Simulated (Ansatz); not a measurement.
**Pressure against volume: CoO**

```
Co O
1.0
     0.00000    2.13150    2.13150
     2.13150    0.00000    2.13150
     2.13150    2.13150    0.00000
Co O
1 1
Direct
  0.00000 0.00000 0.00000
  0.50000 0.50000 0.50000
```

Conventional cell: a = 4.263 Å, b = 4.263 Å, c = 4.263 Å, α = 90.00°, β = 90.00°, γ = 90.00°. Co (atom 1) is surrounded by 6 O at 2.13 Å. O (atom 2) has 6 Co at 2.13 Å as nearest neighbours.

The cell comes from COD entry 1533087, which wasn't checked; take it as a given geometry.

Semilocal functionals without U often leave such compounds metallic or with too small a gap, and the real magnetic order may differ.

Other magnetic orders may lie lower; this is the state that the run reached.

All numbers are computed: DFT, PBEsol, all-electron LAPW, scalar-relativistic (Ansatz 0.2.0); DFT, PBEsol, PAW with Ansatz's default frozen-core files, scalar-relativistic (Ansatz 0.2.0).

For LAPW: a Γ-centred 16×16×16 k mesh, Fermi–Dirac smearing of 0.05 eV, basis error target 0.5 meV/atom, spin-polarised from start moments Co1 2 μB. PAW takes a cutoff of 420 eV at this cell (files made with PBE, cores remade for this functional). The Ansatz runs share mesh, smearing and spin set-up. Plane-wave (PAW) pressures include the program's estimate of the Pulay term.

The cell above is scaled evenly, with fractional coordinates and shape held.

```
V/V(cell)  V (Å³/atom)  P, LAPW (GPa)  P, PAW (GPa)  moment, LAPW (μB)  free energy over the lowest listed, PAW (meV/atom)
   0.9400        9.103          -1.12         -1.09               2.77                                                 0.0
   0.9600        9.297          -4.40         -4.36               2.86                                                 3.3
   0.9800        9.490              ?             ?                  ?                                                   ?
   0.9900        9.587          -9.21         -9.17               2.95                                                15.6
   1.0000        9.684         -10.76        -10.72               2.96                                                21.6
   1.0100        9.781         -12.26        -12.23               2.97                                                28.5
   1.0200        9.878         -13.71        -13.68               2.98                                                36.4
   1.0400       10.071         -16.42        -16.39               2.99                                                54.6
   1.0600       10.265         -18.87        -18.84               3.00                                                75.9
```

Q: Fill in the row V/V(cell) = 0.9800.

A: P, LAPW (GPa) = -7.62, P, PAW (GPa) = -7.58, moment, LAPW (μB) = 2.93, free energy over the lowest listed, PAW (meV/atom) = 10.6.
